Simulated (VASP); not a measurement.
Runs of VASP 6.6.1 on LiH. It takes space group Fm-3m (No. 225, cubic). The conventional cell has a = 4.017 Å, b = 4.017 Å, c = 4.017 Å, α = 90.00°, β = 90.00°, γ = 90.00°. Around Li (site symmetry m-3m) lie 6 H at 2.01 Å. H (site symmetry m-3m) has 6 Li at 2.01 Å as nearest neighbours. The cell is a database's computed one.

```tsv
task	level	potentials or basis	cell	k mesh	cutoff (eV)	mesh quality	gap on the mesh (eV)	pressure (GPa)	relaxed volume (Å³/atom)
relaxation of cell and atoms	PBEsol	VASP PAW PBE potentials, release 64 (Li_sv, H)	relaxed	10 × 10 × 10	600	not flagged	2.72	0.0	7.84
relaxation of cell and atoms	PBEsol	VASP PAW PBE potentials, release 64 (Li, H)	relaxed	10 × 10 × 10	580	not flagged	(b)	0.0	7.95
single point	PBEsol	VASP PAW PBE potentials, release 64 (Li_sv, H)	as given	10 × 10 × 10	520	not flagged	(a)	-	-
relaxation of cell and atoms	PBEsol	VASP PAW PBE potentials, release 64 (Li_sv, H)	relaxed	4 × 4 × 4	600	coarse	2.72	0.0	7.93
relaxation of cell and atoms	RPBE	VASP PAW PBE potentials, release 64 (Li_sv, H)	relaxed	10 × 10 × 10	600	not flagged	3.16	0.0	8.32
```

Alike in all rows: no spin polarisation; smearing gaussian 0.02 eV.

Task: Fill in the values left out.

Result: (a) 2.75; (b) 2.76.

Caveats: some runs use coarse meshes; the PAW data sets were made with another functional, which shifts forces and pressure a little; the cutoff is under 1.25 times the usual one of these potentials, so pressure, stress and relaxed cells hold a basis-set (Pulay) error (some runs).

A k mesh can miss the band edges.

Not every run made on this cell is shown here.
